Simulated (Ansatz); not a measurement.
Input and output for Ge (bcc type): DFT, PBE, all-electron LAPW, scalar-relativistic (Ansatz 0.2.0). This run: bcc relaxed under pressure.

The cell comes from a relaxation on PAW files under the same functional, begun from a prototype that needn't be the stable phase.

Command: `ansatz run input.yaml --threads 1 --pin off --max-ram 3584MiB --backend cpu --events-out ev --progress --plain --runs-dir out` It took 31 s on 1 thread of Intel(R) Xeon(R) Platinum 8259CL CPU @ 2.50GHz (Skylake/Cascade Lake) (shared host), peak memory 0.39 GiB.

```yaml
crystal:
  lattice:
    - [-1.5669888885, 1.5669888885, 1.5669888885]
    - [1.5669888885, -1.5669888885, 1.5669888885]
    - [1.5669888885, 1.5669888885, -1.5669888885]
  atoms:
    - { symbol: Ge, position: [0.0, 0.0, 0.0] }
kpoints:
  mp_grid: { grid: [17, 17, 17] }
scf:
  occupations: { method: fermi_dirac, width: 0.05 }
hamiltonian:
  xc: pbe
  pseudopotentials: { kind: all_electron, lapw: { basis_error: 0.0005 } }
output:
  forces: true
  stress: true
  eigenvalues: true
relax:
  f_tol: 0.005
  max_steps: 12
  cell: { p_target: 24.0, stress_tol: 0.03 }
```

Output:

```
The last accepted step is kept in <dir> (removed where the run ends without a failure and the disk answers)
LAPW: plane waves up to 8.652 Å⁻¹, error target 5.0e-4 eV per atom; small_component_spin mean_spin; Ge in spheres of 1.316 Å, 22 of its electrons in bands, Dirac shells [] (how accurate: hamiltonian.pseudopotentials.lapw.basis_error, Limitations)
Engine: ansatz 0.2.0
Pseudopotentials: kind: all_electron
Pseudopotential: Ge, LAPW, valence charge 22, lapw/all_electron/scalar/gaussian/Ge, Koelling and Harmon's equation, gaussian nucleus
Functional definition: PBE
  parameter kappa = 0.804
  parameter beta = 0.06672455060314922
  exchange = pbe_x(kappa = kappa, mu = beta*pi^2/3)
  correlation = pbe_c(beta = beta)
Crystal: 1 atoms, lattice volume = 15.391 Å³
Basis set: ecut = 285.2166532813441 eV, 177 PW (Γ), exchange–correlation at level 2
Bands: 15, of which v1, the nominal top of the filled ones, is band 11 counted from 1 (10 counted from 0)
Symmetry: 48 space group operations
Space group: Im-3m (ITA 229), of the structure as read, at distance tolerance 2.5e-5 Å
k-points: 165 of 4913
Non-local potential: Ge, projectors of the file, none
Initial density: superposition of atomic densities (chi_scale 0.1, normalization cell)
Initial wavefunctions: plane waves of lowest kinetic energy (no species holds an atomic orbital)
Functional: x = pbe(κ = 0.804, μ = 0.2195149727645171), c = pbe(β = 0.06672455060314922)
iter 1 solved again at ethr=2.29e-5 eV; its pass at ethr=1.00e-1 eV (dr2=5.04e-3 eV) is discarded
SCF iter   1: F=—  HF=-57115.760484 eV  |F-HF|=—  |Δ(HF+E_count)|=         —  Δρ=8.81e-3  dr2=5.06e-3  ethr=2.29e-5  ⟨swp⟩=3.5  Hψ=17684  notcnv=0
preconditioner: auto → none  [insulator: Δε(μ)=0.144 eV  Ē_g=28.120 eV  σ=0.050 eV  W_gap=0.56  n_scr=12 (ndim 8)  ℏωp=35.4 eV  f_vac=0.000  D(μ)=0.17/eV (n_scr^D=0)  ε∞_Penn≈2.6]
SCF iter   2: F=—  HF=-57115.744957 eV  |F-HF|=—  |Δ(HF+E_count)|=   1.55e-2  Δρ=3.99e-3  dr2=1.01e-3  ethr=2.29e-5  ⟨swp⟩=2.0  Hψ=7134  notcnv=0
SCF iter   3: F=—  HF=-57115.743318 eV  |F-HF|=—  |Δ(HF+E_count)|=   1.64e-3  Δρ=1.96e-3  dr2=2.46e-4  ethr=4.59e-6  ⟨swp⟩=2.0  Hψ=7071  notcnv=0
iter 4 solved again at ethr=4.16e-8 eV; its pass at ethr=1.12e-6 eV (dr2=9.15e-6 eV) is discarded
SCF iter   4: F=—  HF=-57115.743170 eV  |F-HF|=—  |Δ(HF+E_count)|=   1.49e-4  Δρ=3.30e-4  dr2=9.14e-6  ethr=4.16e-8  ⟨swp⟩=2.0  Hψ=12139  notcnv=0
SCF iter   5: F=-57115.743174 eV  HF=-57115.743174 eV  |F-HF|=3.63e-9  |Δ(HF+E_count)|=   4.08e-6  Δρ=8.70e-6  dr2=6.99e-9  ethr=4.16e-8  ⟨swp⟩=2.0  Hψ=7071  notcnv=0
SCF 1 converged in 5 iterations: F = -57115.743174 eV  dr2 = 6.99e-9
relax step   1: F+E_penalty+E_count = -57115.74317360 eV  Δ(F+E_penalty+E_count) = +0.000e0 eV  max|allowed force component| = 0.000e0 eV/Å  Δτ_max = 0.0000 Å  P = +24.073 GPa  Ω = 15.391 Å³  (5 SCF iters, accepted)
Crystal: 1 atoms, lattice volume = 15.402 Å³
Basis set: ecut = 285.07202959199986 eV, 177 PW (Γ), exchange–correlation at level 2
Initial density: handed on by an earlier stage of this run
Initial wavefunctions: those handed on with the density
iter 1 solved again at ethr=3.72e-11 eV; its pass at ethr=1.00e-1 eV (dr2=8.18e-9 eV) is discarded
SCF iter   1: F=—  HF=-57115.744929 eV  |F-HF|=—  |Δ(HF+E_count)|=         —  Δρ=3.63e-6  dr2=1.25e-9  ethr=3.72e-11  ⟨swp⟩=5.5  Hψ=14904  notcnv=0
preconditioner: auto → Kerker (q_TF=auto, 2.895 Å⁻¹)  [metal: Δε(μ)=0.106 eV  Ē_g=28.485 eV  σ=0.050 eV  W_gap=0.43  n_scr=12 (ndim 8)  ℏωp=35.4 eV  f_vac=0.000  D(μ)=0.15/eV (n_scr^D=0)]
SCF iter   2: F=-57115.744929 eV  HF=-57115.744929 eV  |F-HF|=2.55e-10  |Δ(HF+E_count)|=   3.35e-9  Δρ=2.29e-6  dr2=4.46e-10  ethr=5.68e-12  ⟨swp⟩=2.0  Hψ=7071  notcnv=0
SCF 2 converged in 2 iterations: F = -57115.744929 eV  dr2 = 4.46e-10
relax step   2: F+E_penalty+E_count = -57115.74492906 eV  Δ(F+E_penalty+E_count) = -1.755e-3 eV  max|allowed force component| = 0.000e0 eV/Å  Δτ_max = 0.0000 Å  P = +23.949 GPa  Ω = 15.402 Å³  (2 SCF iters, accepted)
Crystal: 1 atoms, lattice volume = 15.398 Å³
Basis set: ecut = 285.13135173711464 eV, 177 PW (Γ), exchange–correlation at level 2
iter 1 solved again at ethr=6.87e-12 eV; its pass at ethr=1.00e-1 eV (dr2=1.51e-9 eV) is discarded
SCF iter   1: F=—  HF=-57115.744210 eV  |F-HF|=—  |Δ(HF+E_count)|=         —  Δρ=4.42e-6  dr2=1.70e-9  ethr=6.87e-12  ⟨swp⟩=5.5  Hψ=14854  notcnv=0
preconditioner: auto → Kerker (q_TF=auto, 2.895 Å⁻¹)  [metal: Δε(μ)=0.104 eV  Ē_g=28.487 eV  σ=0.050 eV  W_gap=0.42  n_scr=12 (ndim 8)  ℏωp=35.4 eV  f_vac=0.000  D(μ)=0.15/eV (n_scr^D=0)]
SCF iter   2: F=-57115.744210 eV  HF=-57115.744210 eV  |F-HF|=3.27e-10  |Δ(HF+E_count)|=  1.89e-10  Δρ=3.05e-6  dr2=8.64e-10  ethr=6.87e-12  ⟨swp⟩=2.0  Hψ=7071  notcnv=0
SCF 3 converged in 2 iterations: F = -57115.744210 eV  dr2 = 8.64e-10
relax step   3: F+E_penalty+E_count = -57115.74420983 eV  Δ(F+E_penalty+E_count) = +7.192e-4 eV  max|allowed force component| = 0.000e0 eV/Å  Δτ_max = 0.0000 Å  P = +24.000 GPa  Ω = 15.398 Å³  (2 SCF iters, accepted)
iter 1 solved again at ethr=3.89e-12 eV; its pass at ethr=1.00e-1 eV (dr2=8.55e-10 eV) is discarded
SCF iter   1: F=—  HF=-57115.744210 eV  |F-HF|=—  |Δ(HF+E_count)|=         —  Δρ=3.05e-6  dr2=8.55e-10  ethr=3.89e-12  ⟨swp⟩=2.0  Hψ=11754  notcnv=0
SCF iter   2: F=-57115.744210 eV  HF=-57115.744210 eV  |F-HF|=2.18e-10  |Δ(HF+E_count)|=  1.02e-10  Δρ=2.08e-6  dr2=4.05e-10  ethr=3.89e-12  ⟨swp⟩=2.0  Hψ=7071  notcnv=0
SCF 4 converged in 2 iterations: F = -57115.744210 eV  dr2 = 4.05e-10
relax step   4: F+E_penalty+E_count = -57115.74420982 eV  Δ(F+E_penalty+E_count) = +4.460e-9 eV  max|allowed force component| = 0.000e0 eV/Å  Δτ_max = 0.0000 Å  P = +24.000 GPa  Ω = 15.398 Å³  stress off target by 4.70e-5 GPa  SCF on the basis re-selected at this cell (its energy is not comparable with the rows above)  (2 SCF iters)
basis re-selected at this cell: Δ(F+E_penalty+E_count) = +4.460e-9 eV, ΔP = -0.000 GPa vs the last step (what re-selecting the basis moved, after the strain that the cell walked since its last selection, with what the two solves' SCF thresholds leave and, on support functions, any second-order correction that the steps lacked; it is no measure of the basis error at this ecutwfc). This SCF's stress stands 4.70e-5 GPa from its target on what of the cell is left free (relax.cell.stress_tol is 3.00e-2 GPa) and its largest allowed force component is 0.00e0 eV/Å (relax.f_tol is 5.00e-3 eV/Å): within both
SCF converged after 2 iterations
Free energy (F): -57115.744210 eV
Harris-Foulkes:  -57115.744210 eV  (|F-HF|=2.18e-10)
Internal energy: -57115.742692 eV  (E = F + TS)
E sigma→0 (E₀):  -57115.743451 eV
Entropy (-TS):   -0.001518 eV (-1.518 meV/atom)
Fermi energy:    16.493667 eV
--- Per-component energies (eV) ---
  E_band       = -902.374844
  E_kinetic    = 58319.964320
  E_xc         = -2171.635056
  E_electrostatic = -113264.071956  (all electrons and nuclei)
  E_smearing   = -0.001518  (= −TS)
  E_closure    = 0.000000  (closes the sum)
  E_atoms      = -57111.799917  (free atoms, spherical and without spin; not in F)
  Σ components = -57115.744210   (vs F -57115.744210, Δ=0.00e0)
  Basis errors (estimates in eV, not in F): energy 1.3e-4 per atom: plane waves 1.3e-4 (6.8e-5 summed), levels above the bands 2.4e-122, relativity 1.3e-8, radial functions 1.6e-6, core shells 2.1e-14; eigenvalues (radial functions only) 6.7e-6; not estimated: angular momenta, meshes, grids; target (lapw.basis_error) 5.0e-4; muffin-tin radii Ge 1.317 Å
--- Forces (eV/Å), atoms counted from 1 ---
  atom   1  Ge    -0.00000000    -0.00000000     0.00000000
  max |Σ_I F_I| component: 3.70e-31 eV/Å
--- Stress (GPa, compression-positive) ---
       23.999953      -0.000000       0.000000
       -0.000000      23.999953      -0.000000
        0.000000      -0.000000      23.999953
  P = ⅓ Tr σ = 24.0000 GPa (240.000 kbar)
--- Band table (eV; the first three rows and the last of 165) ---
  k-point 0: bands = ["-147.3678", "-94.4981", "-94.4981", "-94.4981", "-8.3733", "-8.3733", "-8.3733", "-8.2209", "-8.2209", "1.4950", "28.0441", "28.0441", "28.0441", "32.9814", "32.9814"]
  k-point 1: bands = ["-147.3678", "-94.4982", "-94.4981", "-94.4981", "-8.3753", "-8.3711", "-8.3651", "-8.2231", "-8.2211", "1.6020", "27.0602", "27.5056", "27.8885", "32.0694", "32.1878"]
  k-point 2: bands = ["-147.3678", "-94.4987", "-94.4983", "-94.4981", "-8.3810", "-8.3654", "-8.3418", "-8.2288", "-8.2214", "1.9237", "24.8103", "26.3993", "27.4448", "30.8161", "30.9518"]
  k-point 164: bands = ["-147.3671", "-94.5020", "-94.5020", "-94.5020", "-8.4211", "-8.4193", "-8.1527", "-8.1527", "-8.1519", "14.5027", "15.9026", "15.9026", "16.4829", "20.7360", "21.1783"]
--- Relaxed structure (3 steps of the walk, 3 accepted, 1 SCFs on fresh bases) ---
  F+E_penalty+E_count = -57115.74420982 eV   max|allowed force component| = 0.000e0 eV/Å   (the final SCF, on the basis selected at the relaxed cell)
  cell:  # Å, volume = 15.3976 Å³
    - [-1.5672232657011465, 1.5672232657011465, 1.5672232657011465]
    - [1.5672232657011465, -1.5672232657011465, 1.5672232657011465]
    - [1.5672232657011465, 1.5672232657011465, -1.5672232657011465]
  atoms:
    - { symbol: Ge, position: [0.0, 0.0, 0.0] }
```

Next run (hcp relaxed under pressure), as changes to the input before:

```diff
   lattice:
-    - [-1.5669888885, 1.5669888885, 1.5669888885]
-    - [1.5669888885, -1.5669888885, 1.5669888885]
-    - [1.5669888885, 1.5669888885, -1.5669888885]
+    - [2.7927761422, 0.0, 0.0]
+    - [-1.3963880711, 2.4186150862, 0.0]
+    - [0.0, 0.0, 4.5710421977]
   atoms:
-    - { symbol: Ge, position: [0.0, 0.0, 0.0] }
+    - { symbol: Ge, position: [0.3333333333, 0.6666666667, 0.25] }
+    - { symbol: Ge, position: [0.6666666667, 0.3333333333, 0.75] }
 kpoints:
-  mp_grid: { grid: [17, 17, 17] }
+  mp_grid: { grid: [16, 16, 9] }
 scf:
```

Results part of the output:

```
basis re-selected at this cell: Δ(F+E_penalty+E_count) = +6.187e-8 eV, ΔP = -0.000 GPa vs the last step (what re-selecting the basis moved, after the strain that the cell walked since its last selection, with what the two solves' SCF thresholds leave and, on support functions, any second-order correction that the steps lacked; it is no measure of the basis error at this ecutwfc). This SCF's stress stands 1.08e-4 GPa from its target on what of the cell is left free (relax.cell.stress_tol is 3.00e-2 GPa) and its largest allowed force component is 1.97e-17 eV/Å (relax.f_tol is 5.00e-3 eV/Å): within both
SCF converged after 2 iterations
Free energy (F): -114231.500321 eV
Harris-Foulkes:  -114231.500321 eV  (|F-HF|=2.33e-10)
Internal energy: -114231.496745 eV  (E = F + TS)
E sigma→0 (E₀):  -114231.498533 eV
Entropy (-TS):   -0.003576 eV (-1.788 meV/atom)
Fermi energy:    16.572753 eV
--- Per-component energies (eV) ---
  E_band       = -1806.756377
  E_kinetic    = 116640.009528
  E_xc         = -4343.225934
  E_electrostatic = -226528.280339  (all electrons and nuclei)
  E_smearing   = -0.003576  (= −TS)
  E_closure    = 0.000000  (closes the sum)
  E_atoms      = -114223.599835  (free atoms, spherical and without spin; not in F)
  Σ components = -114231.500321   (vs F -114231.500321, Δ=0.00e0)
  Basis errors (estimates in eV, not in F): energy 1.1e-4 per atom: plane waves 1.1e-4 (5.8e-5 summed), levels above the bands 2.3e-83, relativity 8.4e-9, radial functions 1.2e-6, core shells 7.6e-13; eigenvalues (radial functions only) 4.8e-7; not estimated: angular momenta, meshes, grids; target (lapw.basis_error) 5.0e-4; muffin-tin radii Ge 1.355 Å
--- Forces (eV/Å), atoms counted from 1 ---
  atom   1  Ge     0.00000000     0.00000000     0.00000000
  atom   2  Ge     0.00000000    -0.00000000     0.00000000
  max |Σ_I F_I| component: 2.31e-18 eV/Å
--- Stress (GPa, compression-positive) ---
       23.999892       0.000000       0.000000
       -0.000000      23.999892       0.000000
        0.000000       0.000000      24.000083
  P = ⅓ Tr σ = 24.0000 GPa (240.000 kbar)
--- Band table (eV; the first three rows and the last of 150) ---
  k-point 0: bands = ["-147.4136", "-147.4133", "-94.5468", "-94.5468", "-94.5461", "-94.5461", "-94.5449", "-94.5407", "-8.4134", "-8.3927", "-8.3813", "-8.3813", "-8.3669", "-8.3669", "-8.3308", "-8.3308", "-8.2273", "-8.2273", "1.4554", "8.1211", "9.6203", "24.7993", "24.7993", "27.0292", "27.0292", "27.7453", "29.8387"]
  k-point 1: bands = ["-147.4136", "-147.4133", "-94.5468", "-94.5468", "-94.5461", "-94.5461", "-94.5448", "-94.5409", "-8.4123", "-8.3928", "-8.3843", "-8.3843", "-8.3687", "-8.3687", "-8.3243", "-8.3243", "-8.2291", "-8.2291", "1.5451", "7.1566", "10.7601", "24.8745", "24.8745", "26.4572", "27.0133", "27.0133", "29.8948"]
  k-point 2: bands = ["-147.4136", "-147.4133", "-94.5468", "-94.5468", "-94.5462", "-94.5462", "-94.5444", "-94.5412", "-8.4094", "-8.3935", "-8.3892", "-8.3892", "-8.3737", "-8.3737", "-8.3091", "-8.3091", "-8.2344", "-8.2344", "1.8147", "5.8637", "12.5779", "24.1133", "25.0950", "25.0950", "26.9330", "26.9330", "30.0617"]
  k-point 149: bands = ["-147.4132", "-147.4132", "-94.5491", "-94.5491", "-94.5487", "-94.5486", "-94.5423", "-94.5423", "-8.4134", "-8.4133", "-8.3625", "-8.3345", "-8.3211", "-8.3156", "-8.2943", "-8.2936", "-8.2234", "-8.2197", "10.2011", "10.7583", "12.0499", "12.5706", "13.2953", "14.0376", "23.2367", "23.7608", "27.5629"]
--- Relaxed structure (3 steps of the walk, 3 accepted, 1 SCFs on fresh bases) ---
  F+E_penalty+E_count = -114231.50032050 eV   max|allowed force component| = 1.966e-17 eV/Å   (the final SCF, on the basis selected at the relaxed cell)
  cell:  # Å, volume = 30.8892 Å³
    - [2.793258501547235, 0.0, 0.0]
    - [-1.3966292507736175, 2.41903282167676, 0.0]
    - [0.0, 0.0, 4.571453989349099]
  atoms:
    - { symbol: Ge, position: [0.33333333333333326, 0.6666666666666665, 0.24999999999999997] }
    - { symbol: Ge, position: [0.6666666666666665, 0.33333333333333326, 0.7499999999999999] }
```

Next run (sc relaxed under pressure), as changes to the input before:

```diff
   lattice:
-    - [2.7927761422, 0.0, 0.0]
-    - [-1.3963880711, 2.4186150862, 0.0]
-    - [0.0, 0.0, 4.5710421977]
+    - [2.5213543122, 0.0, 0.0]
+    - [0.0, 2.5213543122, 0.0]
+    - [0.0, 0.0, 2.5213543122]
   atoms:
-    - { symbol: Ge, position: [0.3333333333, 0.6666666667, 0.25] }
-    - { symbol: Ge, position: [0.6666666667, 0.3333333333, 0.75] }
+    - { symbol: Ge, position: [0.0, 0.0, 0.0] }
 kpoints:
-  mp_grid: { grid: [16, 16, 9] }
+  mp_grid: { grid: [15, 15, 15] }
 scf:
```

Command: `ansatz run input.yaml --threads 1 --pin off --max-ram 3584MiB --backend cpu --events-out ev --progress --plain --runs-dir out` It took 20 s on 1 thread of Intel(R) Xeon(R) Platinum 8259CL CPU @ 2.50GHz (Skylake/Cascade Lake), on a shared host, peak memory 0.38 GiB.

Results part of the output:

```
basis re-selected at this cell: Δ(F+E_penalty+E_count) = -9.459e-11 eV, ΔP = -0.000 GPa vs the last step (what re-selecting the basis moved, after the strain that the cell walked since its last selection, with what the two solves' SCF thresholds leave and, on support functions, any second-order correction that the steps lacked; it is no measure of the basis error at this ecutwfc). This SCF's stress stands 1.00e-2 GPa from its target on what of the cell is left free (relax.cell.stress_tol is 3.00e-2 GPa) and its largest allowed force component is 0.00e0 eV/Å (relax.f_tol is 5.00e-3 eV/Å): within both
SCF converged after 2 iterations
Free energy (F): -57115.825955 eV
Harris-Foulkes:  -57115.825955 eV  (|F-HF|=2.18e-11)
Internal energy: -57115.823046 eV  (E = F + TS)
E sigma→0 (E₀):  -57115.824501 eV
Entropy (-TS):   -0.002909 eV (-2.909 meV/atom)
Fermi energy:    15.448524 eV
--- Per-component energies (eV) ---
  E_band       = -923.242706
  E_kinetic    = 58320.255421
  E_xc         = -2171.793559
  E_electrostatic = -113264.284909  (all electrons and nuclei)
  E_smearing   = -0.002909  (= −TS)
  E_closure    = 0.000000  (closes the sum)
  E_atoms      = -57111.799917  (free atoms, spherical and without spin; not in F)
  Σ components = -57115.825955   (vs F -57115.825955, Δ=0.00e0)
  Basis errors (estimates in eV, not in F): energy 1.7e-4 per atom: plane waves 1.6e-4 (8.9e-5 summed), levels above the bands 1.9e-64, relativity 1.3e-8, radial functions 4.6e-6, core shells 4.8e-13; eigenvalues (radial functions only) 4.3e-7; not estimated: angular momenta, meshes, grids; target (lapw.basis_error) 5.0e-4; muffin-tin radii Ge 1.223 Å
--- Forces (eV/Å), atoms counted from 1 ---
  atom   1  Ge    -0.00000000     0.00000000     0.00000000
  max |Σ_I F_I| component: 1.93e-34 eV/Å
--- Stress (GPa, compression-positive) ---
       23.989990      -0.000000       0.000000
       -0.000000      23.989990       0.000000
        0.000000       0.000000      23.989990
  P = ⅓ Tr σ = 23.9900 GPa (239.900 kbar)
--- Band table (eV; the first three rows and the last of 120) ---
  k-point 0: bands = ["-148.3011", "-95.4274", "-95.4274", "-95.4274", "-9.5235", "-9.5235", "-9.0784", "-9.0784", "-9.0784", "0.7958", "23.2716", "23.2716", "23.2716", "26.2701", "26.2701"]
  k-point 1: bands = ["-148.3011", "-95.4278", "-95.4274", "-95.4274", "-9.5222", "-9.5091", "-9.0836", "-9.0836", "-9.0780", "0.8995", "21.6094", "23.3769", "23.3769", "26.3581", "27.5983"]
  k-point 2: bands = ["-148.3010", "-95.4291", "-95.4273", "-95.4273", "-9.5188", "-9.4685", "-9.0982", "-9.0982", "-9.0768", "1.2109", "19.0571", "23.6890", "23.6890", "26.6213", "28.8151"]
  k-point 119: bands = ["-148.2990", "-95.4360", "-95.4360", "-95.4360", "-9.3475", "-9.3468", "-9.3468", "-8.9497", "-8.9497", "14.8235", "15.8131", "15.8131", "18.0499", "22.3615", "22.6167"]
--- Relaxed structure (2 steps of the walk, 2 accepted, 1 SCFs on fresh bases) ---
  F+E_penalty+E_count = -57115.82595543 eV   max|allowed force component| = 0.000e0 eV/Å   (the final SCF, on the basis selected at the relaxed cell)
  cell:  # Å, volume = 16.0335 Å³
    - [2.5216008642031618, 0.0, 0.0]
    - [0.0, 2.5216008642031618, 3.209883240645393e-35]
    - [0.0, 3.209883240645393e-35, 2.5216008642031618]
  atoms:
    - { symbol: Ge, position: [0.0, 0.0, 0.0] }
```
